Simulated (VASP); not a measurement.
# BN (P6_3/mmc) in VASP: a series of runs, part 2 of 2

VASP 6.6.1. Earlier steps stand in the parts before.

**3. Phonons, LDA**

This run uses another cell than the first one, of 8.64 Å³/atom, 0.931 times its volume.

POSCAR

```
BN
1.0
    2.4902288428     -0.0000000000      0.0000000000
   -1.2451144214      2.1566014391      0.0000000000
    0.0000000000     -0.0000000000      6.4367687255
  B               N
     2     2
Direct
     0.3333333332999970    0.6666666667000030    0.2500000000000000
     0.6666666667000030    0.3333333332999970    0.7500000000000000
     0.3333333332999970    0.6666666667000030    0.7500000000000000
     0.6666666667000030    0.3333333332999970    0.2500000000000000
```

INCAR.step1

```
SYSTEM = BN
ALGO = Normal
EDIFF = 1E-8
EDIFFG = -0.002
ENCUT = 600
IBRION = 2
ISIF = 3
ISMEAR = 0
KPAR = 2
LASPH = .True.
LCHARG = .False.
LREAL = .False.
LWAVE = .False.
NELM = 80
NSW = 40
PREC = Accurate
SIGMA = 0.03
```

INCAR.step2

```
SYSTEM = BN
ALGO = Normal
EDIFF = 1E-8
ENCUT = 600
IBRION = 6
ISIF = 2
ISMEAR = 0
KPAR = 2
LASPH = .True.
LCHARG = .False.
LREAL = .False.
LWAVE = .False.
NELM = 80
NFREE = 2
NSW = 1
POTIM = 0.015
PREC = Accurate
SIGMA = 0.03
```

KPOINTS

```
k-points
0
Gamma
  12 12 4
  0 0 0
```

Potentials or basis: VASP PAW LDA potentials, release 64 (B, N).

The run is started by

```bash
> cat potpaw_LDA.64/B/POTCAR potpaw_LDA.64/N/POTCAR > POTCAR
> cp INCAR.step1 INCAR
> mpirun -np 2 vasp_std > vasp.out
> cp CONTCAR POSCAR
> cp INCAR.step2 INCAR
> mpirun -np 2 vasp_std > vasp.out
```

OUTCAR:

```text
SYSTEM = BN
   EDIFF = 1E-8
   ENCUT = 600
   IBRION = 6
   ISIF = 2
   ISMEAR = 0
   LASPH = .True.
   LREAL = .False.
   NELM = 80
   NFREE = 2
   NSW = 1
   POTIM = 0.015
   PREC = Accurate

 ion  position               nearest neighbor table
   1  0.333  0.667  0.250-   4 1.44   4 1.44   4 1.44
   2  0.667  0.333  0.750-   3 1.44   3 1.44   3 1.44
   3  0.333  0.667  0.750-   2 1.44   2 1.44   2 1.44
   4  0.667  0.333  0.250-   1 1.44   1 1.44   1 1.44

  LATTYP: Found a hexagonal cell.
 ALAT       =     2.4902288428
 C/A-ratio  =     2.5848101246

  Lattice vectors:

 A1 = (   2.4902288428,   0.0000000000,   0.0000000000)
 A2 = (  -1.2451144214,   2.1566014391,   0.0000000000)
 A3 = (   0.0000000000,   0.0000000000,   6.4367687255)

Analysis of symmetry for initial positions (statically):
=====================================================================
 Subroutine PRICEL returns:
 Original cell was already a primitive cell.

 Routine SETGRP: Setting up the symmetry group for a
 hexagonal supercell.

 Subroutine GETGRP returns: Found 24 space group operations
 (whereof 12 operations were pure point group operations)
 out of a pool of 24 trial point group operations.

The static configuration has the point symmetry D_3d.
 The point group associated with its full space group is D_6h.

Analysis of symmetry for dynamics (positions and initial velocities):
=====================================================================
 Subroutine PRICEL returns:
 Original cell was already a primitive cell.

 Routine SETGRP: Setting up the symmetry group for a
 hexagonal supercell.

 Subroutine GETGRP returns: Found 24 space group operations
 (whereof 12 operations were pure point group operations)
 out of a pool of 24 trial point group operations.

The dynamic configuration has the point symmetry D_3d.
 The point group associated with its full space group is D_6h.

 Subroutine INISYM returns: Found 24 space group operations
 (whereof 12 operations are pure point group operations),
 and found     1 'primitive' translations

----------------------------------------------------------------------------------------

                                     Primitive cell

  volume of cell :      34.5682

  direct lattice vectors                    reciprocal lattice vectors
     2.490228843  0.000000000  0.000000000     0.401569520  0.231846270  0.000000000
    -1.245114421  2.156601439  0.000000000     0.000000000  0.463692540  0.000000000
     0.000000000  0.000000000  6.436768726     0.000000000  0.000000000  0.155357454

  length of vectors
     2.490228843  2.490228843  6.436768726     0.463692540  0.463692540  0.155357454
[... 124 lines left out ...]

--------------------------------------- Ionic step        1  -------------------------------------------

 number of electron      16.0000000 magnetization

 Free energy of the ion-electron system (eV)
  ---------------------------------------------------
  ext. energy  EPLUGINS =         0.00000000
  ---------------------------------------------------
  free energy    TOTEN  =       -38.58514113 eV

  energy without entropy =      -38.58514113  energy(sigma->0) =      -38.58514113

------------------------ aborting loop because EDIFF is reached ----------------------------------------

  FORCE on cell =-STRESS in cart. coord.  units (eV):
  Direction    XX          YY          ZZ          XY          YZ          ZX
  --------------------------------------------------------------------------------------
  -------------------------------------------------------------------------------------
  Total        0.0001194      0.0001194      0.0024228     -0.0000000      0.0000000     -0.0000000
  in kB        0.0055324      0.0055324      0.1122923     -0.0000000      0.0000000     -0.0000000
  external PRESSURE =       0.0411190 kB  Pullay stress =       0.0000000 kB
[... 291 lines left out ...]
--------------------------------------- Ionic step        9  -------------------------------------------

 number of electron      16.0000000 magnetization

 Free energy of the ion-electron system (eV)
  ---------------------------------------------------
  ext. energy  EPLUGINS =         0.00000000
  ---------------------------------------------------
  free energy    TOTEN  =       -38.58357238 eV

  energy without entropy =      -38.58357238  energy(sigma->0) =      -38.58357238

 E-fermi :   2.7129     XC(G=0): -10.7502

 val. band max:        2.5099770652   @ k =   0.3333   0.2500   0.0000
 cond. band min:       6.5367990324   @ k =   0.5000   0.0000   0.0000
 fundamental gap:      4.0268219671
 Fermi energy:         2.7129435525

 k-point     1 :       0.0000    0.0000    0.0000
  band No.  band energies     occupation
      1     -15.2445      2.00000
      2     -14.8502      2.00000
      3      -4.0782      2.00000
      4      -1.5295      2.00000
      5       1.1580      2.00000
      6       1.1580      2.00000
      7       1.2080      2.00000
      8       1.2080      2.00000
      9       7.6407      0.00000
     10      12.9645      0.00000
     11      14.0326      0.00000
     12      14.0326      0.00000
[... 331 lines left out ...]
 k-point    24 :       0.3333    0.0000    0.2500
  band No.  band energies     occupation
      1     -13.1723      2.00000
      2     -12.9708      2.00000
      3      -4.4039      2.00000
      4      -4.3231      2.00000
      5      -1.1324      2.00000
      6      -1.0743      2.00000
      7      -0.9232      2.00000
      8       0.5415      2.00000
      9       9.1687      0.00000
     10       9.9630      0.00000
     11      11.4722      0.00000
     12      12.8388      0.00000

 [... further k-points ...]
[... 5 lines left out ...]
  --------------------------------------------------------------------------------------
  -------------------------------------------------------------------------------------
  Total       -0.0009075     -0.0009075     -0.0013607      0.0000000      0.0000000      0.0000000
  in kB       -0.0420595     -0.0420595     -0.0630663      0.0000000      0.0000000      0.0000000
  external PRESSURE =      -0.0490617 kB  Pullay stress =       0.0000000 kB
[... 19 lines left out ...]
  FREE ENERGIE OF THE ION-ELECTRON SYSTEM (eV)
  ---------------------------------------------------
  free  energy   TOTEN  =       -38.5835723790 eV

  energy  without entropy=      -38.5835723790  energy(sigma->0) =      -38.58357238

 INTERNAL STRAIN TENSORS FROM DISPLACED ATOMS
 ============================================

 INTERNAL STRAIN TENSOR FOR ION    1 for displacements in x,y,z  (eV/Angst):
          X           Y           Z          XY          YZ          ZX
  --------------------------------------------------------------------------------
  x     0.00000     0.00000     0.00000   -13.48220     0.00000     0.00000
  y   -13.48220    13.48220    -0.00000     0.00000     0.00000     0.00000
  z     0.00000    -0.00000     0.00000     0.00000     0.00000     0.00000

 INTERNAL STRAIN TENSOR FOR ION    4 for displacements in x,y,z  (eV/Angst):
          X           Y           Z          XY          YZ          ZX
  --------------------------------------------------------------------------------
  x     0.00000     0.00000     0.00000    13.70281     0.00000     0.00000
  y    13.70281   -13.70281     0.00000     0.00000     0.00000     0.00000
  z     0.00000    -0.00000     0.00000     0.00000     0.00000     0.00000

 Eigenvectors and eigenvalues of the dynamical matrix
 ----------------------------------------------------

   1 f  =   41.375814 THz   259.971906 2PiTHz 1380.148591 cm-1   171.116540 meV
             X         Y         Z           dx          dy          dz
     -0.000000  1.437734  1.609192     0.531177    0.000038   -0.000000
      1.245114  0.718867  4.827577     0.531177    0.000038   -0.000000
     -0.000000  1.437734  4.827577    -0.466745   -0.000034    0.000000
      1.245114  0.718867  1.609192    -0.466745   -0.000034   -0.000000
[... 71 lines left out ...]
  12 f/i=    0.000629 THz     0.003952 2PiTHz    0.020978 cm-1     0.002601 meV
             X         Y         Z           dx          dy          dz
     -0.000000  1.437734  1.609192    -0.449305   -0.126395    0.000002
      1.245114  0.718867  4.827577    -0.449305   -0.126395    0.000002
     -0.000000  1.437734  4.827577    -0.511330   -0.143843    0.000002
      1.245114  0.718867  1.609192    -0.511330   -0.143843    0.000002

 ELASTIC MODULI CONTR FROM IONIC RELAXATION (kBar)
 Direction    XX          YY          ZZ          XY          YZ          ZX
 --------------------------------------------------------------------------------
 XX        -414.8400    414.8400      0.0000     -0.0000      0.0000      0.0000
 YY         414.8400   -414.8400     -0.0000      0.0000     -0.0000      0.0000
 ZZ           0.0000     -0.0000     -0.0000     -0.0000     -0.0000      0.0000
 XY          -0.0000      0.0000     -0.0000   -414.8400     -0.0000      0.0000
 YZ           0.0000     -0.0000     -0.0000     -0.0000     -0.0000      0.0000
 ZX           0.0000      0.0000      0.0000      0.0000      0.0000      0.0000
 --------------------------------------------------------------------------------
```

Wall time 98 s (2 MPI ranks of AMD EPYC 9R45 (Zen 5), shared host); peak memory 0.27 GiB.

Results:

```
Highest phonon frequency at Γ, LO-TO splitting left out : 1380 cm⁻¹
```

Phonon frequencies in cm⁻¹ (negative: imaginary):
```
              q point                                  frequencies
(0.000, 0.000, 0.000)  0 0 0 52 52 120 749 811 1380 1380 1380 1380
```

**4. Dielectric tensor, LDA**

This run uses another cell than the first one, of 8.64 Å³/atom, 0.931 times its volume.

INCAR

```
SYSTEM = BN
ALGO = Normal
EDIFF = 1E-8
ENCUT = 600
ISIF = 2
ISMEAR = 0
KPAR = 2
LASPH = .True.
LCHARG = .False.
LEPSILON = .True.
LREAL = .False.
LWAVE = .False.
NELM = 80
PREC = Accurate
SIGMA = 0.03
```

KPOINTS

```
k-points
0
Gamma
  21 21 7
  0 0 0
```

POSCAR: that of step 3 with these lines changed.

```diff
@@ -1,7 +1,7 @@
-BN
+BN                                      
 1.0
-    2.4902288428     -0.0000000000      0.0000000000
+    2.4902288428      0.0000000000      0.0000000000
    -1.2451144214      2.1566014391      0.0000000000
-    0.0000000000     -0.0000000000      6.4367687255
-  B               N
+    0.0000000000      0.0000000000      6.4367687255
+  B               N             
      2     2
```

Potentials or basis: VASP PAW LDA potentials, release 64 (B, N).

The run is started by

```bash
> cat potpaw_LDA.64/B/POTCAR potpaw_LDA.64/N/POTCAR > POTCAR
> mpirun -np 2 vasp_std > vasp.out
```

OUTCAR:

```text
SYSTEM = BN
   EDIFF = 1E-8
   ENCUT = 600
   ISIF = 2
   ISMEAR = 0
   LASPH = .True.
   LEPSILON = .True.
   LREAL = .False.
   NELM = 80
   PREC = Accurate

 ion  position               nearest neighbor table
   1  0.333  0.667  0.250-   4 1.44   4 1.44   4 1.44
   2  0.667  0.333  0.750-   3 1.44   3 1.44   3 1.44
   3  0.333  0.667  0.750-   2 1.44   2 1.44   2 1.44
   4  0.667  0.333  0.250-   1 1.44   1 1.44   1 1.44

  LATTYP: Found a hexagonal cell.
 ALAT       =     2.4902288428
 C/A-ratio  =     2.5848101246

  Lattice vectors:

 A1 = (   2.4902288428,   0.0000000000,   0.0000000000)
 A2 = (  -1.2451144214,   2.1566014391,   0.0000000000)
 A3 = (   0.0000000000,   0.0000000000,   6.4367687255)

Analysis of symmetry for initial positions (statically):
=====================================================================
 Subroutine PRICEL returns:
 Original cell was already a primitive cell.

 Routine SETGRP: Setting up the symmetry group for a
 hexagonal supercell.

[... 594 lines left out ...]
  ---------------------------------------------------
  free energy    TOTEN  =        -0.19559623 eV

  energy without entropy =       -0.19559623

------------------------ aborting loop because EDIFF is reached ----------------------------------------

 PIEZOELECTRIC TENSOR FIELD DIRECTION 3  (e Angst)
 -----------------------------------------------------------------------------
    -0.00052 -0.00000  0.00000           ( -0.00000 -0.00000  0.00000)
     0.00000 -0.00052  0.00000           (  0.00000 -0.00000 -0.00000)
    -0.00000 -0.00000  0.00065           (  0.00000 -0.00000 -0.00001)

 PIEZOELECTRIC TENSOR FIELD DIRECTION 3  (C/m^2)
 -----------------------------------------------------------------------------
    -0.00024 -0.00000  0.00000
     0.00000 -0.00024  0.00000
    -0.00000 -0.00000  0.00030

 MACROSCOPIC STATIC DIELECTRIC TENSOR (including local field effects in DFT)
 ------------------------------------------------------
           4.935522     0.000000     0.000000
           0.000000     4.935522    -0.000000
          -0.000000    -0.000000     2.906148
 ------------------------------------------------------

 PIEZOELECTRIC TENSOR (including local field effects)  for field in x, y, z        (e  Angst)
          XX          YY          ZZ          XY          YZ          ZX
  --------------------------------------------------------------------------------
  x     0.00000     0.00000     0.00000     0.00000     0.00000     0.00000
  y     0.00000     0.00000     0.00000     0.00000     0.00000     0.00000
  z     0.00000     0.00000     0.00000     0.00000     0.00000     0.00000

 PIEZOELECTRIC TENSOR (including local field effects)  for field in x, y, z        (C/m^2)
          XX          YY          ZZ          XY          YZ          ZX
  --------------------------------------------------------------------------------
  x     0.00000     0.00000     0.00000     0.00000     0.00000     0.00000
  y     0.00000     0.00000     0.00000     0.00000     0.00000     0.00000
  z     0.00000     0.00000     0.00000     0.00000     0.00000     0.00000

 BORN EFFECTIVE CHARGES (including local field effects) (in |e|, cummulative output)
 ---------------------------------------------------------------------------------
 ion    1
    1     2.70578     0.00000     0.00000
    2     0.00000     2.70578     0.00000
    3     0.00000     0.00000     0.82980
 ion    2
    1     2.70578     0.00000     0.00000
    2     0.00000     2.70578     0.00000
    3    -0.00000     0.00000     0.82980
 ion    3
    1    -2.70578     0.00000     0.00000
    2     0.00000    -2.70578     0.00000
    3     0.00000     0.00000    -0.82980
 ion    4
    1    -2.70578     0.00000     0.00000
    2     0.00000    -2.70578     0.00000
    3     0.00000     0.00000    -0.82980
```

Wall time 4.1 min (2 MPI ranks of AMD EPYC 9R45 (Zen 5), shared host); peak memory 0.58 GiB.

What came out:

| Property | Result |
| --- | --- |
| Band gap on the k mesh | 4.04 eV, indirect (least direct gap 4.43 eV) |
| Electronic dielectric tensor (diagonal) | 4.94, 4.94, 2.91 |
| Born charges (mean of the diagonal) | B +2.08; N -2.08 e |

Electronic dielectric tensor:
```
4.94 0.00 0.00
0.00 4.94 0.00
0.00 0.00 2.91
```

Born effective charge tensors (e):
atom 1, B
```
2.71 0.00 0.00
0.00 2.71 0.00
0.00 0.00 0.83
```
atom 2, B
```
2.71 0.00 0.00
0.00 2.71 0.00
0.00 0.00 0.83
```
atom 3, N
```
-2.71  0.00  0.00
 0.00 -2.71  0.00
 0.00  0.00 -0.83
```
atom 4, N
```
-2.71  0.00  0.00
 0.00 -2.71  0.00
 0.00  0.00 -0.83
```

Caveat: an odd mesh through Γ misses points on the zone boundary, where band edges often lie.
